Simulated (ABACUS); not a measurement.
Here is an ABACUS 3.10.1 calculation.

INPUT

```
INPUT_PARAMETERS
suffix              ZrB2
calculation         scf
basis_type          lcao
pseudo_dir          ./
orbital_dir         ./
symmetry            -1
dft_functional      pz
ecutwfc             100
pseudo_rcut         7
nspin               1
nbands              19
ks_solver           genelpa
smearing_method     fd
smearing_sigma      0.00367493
scf_thr             1e-06
scf_nmax            120
mixing_type         broyden
mixing_beta         0.2
cal_force           1
cal_stress          1
dft_plus_u          1
orbital_corr        2 -1
hubbard_u           8 0
mixing_restart      0.0005
mixing_dmr          1
out_mul             1
out_chg             1
```

The input STRU:

```
ATOMIC_SPECIES
Zr 91.2240 Zr.upf
B 10.8100 B.upf

NUMERICAL_ORBITAL
Zr_confined-atom_8au_3s2p2d1f.orb
B_confined-atom_7au_2s2p1d.orb

LATTICE_CONSTANT
5.9904318151

LATTICE_VECTORS
1.0000000000 0.0000000000 0.0000000000
-0.5000000000 0.8660254038 0.0000000000
0.0000000000 0.0000000000 1.1145110410

ATOMIC_POSITIONS
Cartesian

Zr
0.0
1
0.0000000000 0.0000000000 0.0000000000 1 1 1

B
0.0
2
0.5000000000 0.2886751346 0.5572555205 1 1 1
-0.0000000001 0.5773502692 0.5572555205 1 1 1
```

KPT

```
K_POINTS
0
Gamma
5 5 4 0 0 0
```

Potentials or basis: PseudoDojo NC SR 0.4.1 LDA standard, DZP LCAO (the cutoffs set its grid).

Launch:

```console
$ OMP_NUM_THREADS=1 mpirun -np 4 abacus > log
```

Problem. Predict the Mulliken charges.

Solution. Zr +0.53; B -0.27 e.

Problem. Estimate the band gap on the k mesh.

Solution. None (metal or under the smearing width).

Stress tensor (GPa, compression positive):
```
7.74 0.00 0.00
0.00 7.74 0.00
0.00 0.00 8.33
```

Caveat: the k mesh is coarse (spacing up to 0.46 Å⁻¹), so the values aren't converged; the atomic orbitals were generated for these runs and aren't a published set; the basis of atomic orbitals isn't converged, which shifts pressures, moduli and gaps; U without spin polarisation on a metal has little footing; the U is typed as a test and isn't derived for this compound.
